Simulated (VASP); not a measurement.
In2Se:

```xyz
3
Lattice="0.0000 3.4948 3.4948 3.4948 0.0000 3.4948 3.4948 3.4948 0.0000" Properties=species:S:1:pos:R:3 pbc="T T T"
Se    0.0000    0.0000    0.0000
In    1.7474    1.7474    1.7474
In    5.2422    5.2422    5.2422
```

The cell was built by a generator and needn't be a form met in nature.

```yaml
Program: VASP 6.6.1
Task: relaxation of cell and atoms
Functional: PBE
Potentials_or_basis: VASP PAW PBE potentials, release 64 (Se, In_d)
Cutoff: 600 eV
k_mesh: 5 × 5 × 5
Occupations: tetrahedron
Spin: no spin polarisation
```

At the start: pressure 5.6 GPa; volume 28.46 Å³/atom.

Q: How do energy, volume and symmetry change on relaxing?

A: Over 3 steps the energy falls by 71.2 meV/atom and the volume is 33.26 Å³/atom (+16.9 %); space group Fm-3m (No. 225, to 0.05 Å).

The path:
```csv
step,energy change (eV),largest force (eV/Å),pressure (GPa),volume (Å³)
1,0.0000,0.0000,5.57,85.37
2,-0.2121,0.0000,0.37,98.19
3,-0.2137,0.0000,-0.04,99.77
```

Final structure:
```cif
data_structure
_symmetry_space_group_name_H-M 'P 1'
_symmetry_Int_Tables_number 1
_cell_length_a 5.2060
_cell_length_b 5.2060
_cell_length_c 5.2060
_cell_angle_alpha 60.000
_cell_angle_beta 60.000
_cell_angle_gamma 60.000
_cell_volume 99.77
loop_
_atom_site_label
_atom_site_type_symbol
_atom_site_fract_x
_atom_site_fract_y
_atom_site_fract_z
_atom_site_occupancy
Se1 Se 0.00000 0.00000 0.00000 1
In1 In 0.25000 0.25000 0.25000 1
In2 In 0.75000 0.75000 0.75000 1
```

Caveat: the volume moved by over 15 % at a fixed basis, so the end points are rough.
